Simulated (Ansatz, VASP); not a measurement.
GaN in VASP and in Ansatz

File INCAR:

```
SYSTEM = GaN
ALGO = Fast
EDIFF = 1E-7
ENCUT = 520
GGA = CA
ISIF = 2
ISMEAR = 0
LASPH = .TRUE.
LCHARG = .FALSE.
LREAL = .FALSE.
LWAVE = .FALSE.
NBANDS = 16
NELM = 100
PREC = Accurate
SIGMA = 0.03
```

File KPOINTS:

```
k-points
0
G
  14 14 14
  0 0 0
```

File POSCAR:

```
GaN
1.0
   -0.0213523500      2.1352350000      2.1352350000
    2.1138826500      0.0000000000      2.1138826500
    2.1352350000      2.1352350000     -0.0213523500
Ga N
1 1
Direct
    0.0000000000      0.0000000000      0.0000000000
    0.5000000000      0.5000000000      0.5000000000
```

Input for Ansatz:

```yaml
crystal:
  lattice:
    - [-0.02135235, 2.135235, 2.135235]
    - [2.11388265, 0.0, 2.11388265]
    - [2.135235, 2.135235, -0.02135235]
  atoms:
    - { symbol: Ga, position: [0.0, 0.0, 0.0] }
    - { symbol: "N", position: [0.5, 0.5, 0.5] }
basis:
  ecutwfc: 420
kpoints:
  mp_grid: { grid: [14, 14, 14] }
hamiltonian:
  xc: lda
scf:
  occupations: { method: gaussian, width: 0.03 }
output:
  forces: true
  stress: true
  eigenvalues: true
```

Change from the starting cell: strain -0.0200 x Voigt [0, 0, 0, 0, 1, 0], atoms carried along.

Alike in both runs: task single point; functional LDA; k mesh 14 × 14 × 14; occupations gaussian, width 0.03 eV; no spin polarisation.

|  | VASP | Ansatz |
| --- | --- | --- |
| version | VASP 6.6.1 | Ansatz 0.2.0 |
| potentials or method | VASP PAW LDA potentials, release 64 (Ga_d, N) | scalar-relativistic, plane waves, PAW |
| plane-wave cutoff (eV) | 520 | 420 |
| valence electrons in the cell | 18 | 18 |

Ansatz gave:

| Item | Value |
| --- | --- |
| gap on the k mesh at the Fermi level (eV) | 0.10 |
| least direct gap on the mesh (eV) | 2.28 |
| pressure (GPa) | -13.6 |
| largest component of the traceless stress (GPa) | 4.18 |

**Question.** Which values does VASP return?

**Answer.** gap on the k mesh at the Fermi level (eV): 0.12; least direct gap on the mesh (eV): 2.31; pressure (GPa): -12.6; largest component of the traceless stress (GPa): 4.18.

A k mesh can miss the band edges.
